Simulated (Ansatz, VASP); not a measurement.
**Al: VASP beside Ansatz**

```
Al
1.0
     0.00000    2.92580    2.92580
     2.92580    0.00000    2.92580
     2.92580    2.92580    0.00000
Al
2
Direct
  0.87500 0.87500 0.87500
  0.12500 0.12500 0.12500
```

Change from the starting cell: volume scaled by 0.95, PAW files, ecut 800.

Alike in both runs: task single point; functional LDA; k mesh 12 × 12 × 12; occupations fermi-dirac, width 0.08 eV; no spin polarisation.

|  | VASP | Ansatz |
| --- | --- | --- |
| version | VASP 6.6.1 | Ansatz 0.2.0 |
| potentials or method | VASP PAW LDA potentials, release 64 (Al) | PAW with Ansatz's default frozen-core files, scalar-relativistic |
| plane-wave cutoff (eV) | 520 | 800 |
| valence electrons in the cell | 6 | 6 |

```tsv
	VASP	Ansatz	Ansatz less VASP
pressure (GPa)	2.4	2.4	-0.04
```
